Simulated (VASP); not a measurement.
A run of VASP 6.6.1 is set up as follows.

The input INCAR:

```
ALGO = Normal ; EDIFF = 1E-7
ENCUT = 520 ; GGA = PE
ISIF = 2 ; ISMEAR = -1
LASPH = T ; LCHARG = F
LREAL = F ; LWAVE = F
NBANDS = 11 ; NELM = 80
PREC = Accurate ; SIGMA = 0.02
```

File KPOINTS:

```
k-points
0
Gamma
  10 10 10
```

POSCAR

```
MgO
1.0
    0.0563380867      2.1021674158      2.1021674158
    2.1021674158      0.0563380867      2.1021674158
    2.1585055026      2.1585055026      0.0000000001
Mg O
1 1
Direct
    0.0000000000      0.0000000000      0.0000000000
    0.5000000000      0.5000000000      0.5000000000
```

Potentials or basis: VASP PAW PBE potentials, release 64 (Mg, O).

Command:

```sh
$ cat potpaw_PBE.64/Mg/POTCAR potpaw_PBE.64/O/POTCAR > POTCAR
$ mpirun -np 1 vasp_std > vasp.out
```

Predict the pressure.

5.0 GPa.

Predict the band gap on the k mesh.

4.54 eV, direct.

Stress tensor (GPa, compression positive):
```
 5.26 -7.97  0.00
-7.97  5.26  0.00
 0.00  0.00  4.63
```
